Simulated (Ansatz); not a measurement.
Data:

SrF$_{2}$:
```
SrF2
1.0
    0.00000     2.89529     2.89529
    2.89529     0.00000     2.89529
    2.89529     2.89529     0.00000
Sr F
1 2
Direct
  0.00000   0.00000   0.00000
  0.75000   0.75000   0.75000
  0.25000   0.25000   0.25000
```

This is the r²SCAN-relaxed structure.

Q: All from DFT-r²SCAN in the program Ansatz with PAW potentials, unless another level is named. Estimate the Young's modulus.

A: 91.9 GPa.

Q: Next, the highest zone-centre frequency (without LO–TO term)?

A: 288 cm⁻¹.

Space group Fm-3m (fluorite). The r²SCAN relaxation kept the symmetry of its start; phonons on a q-mesh show no instability.

Potentials: the later of the program's two PAW sets.
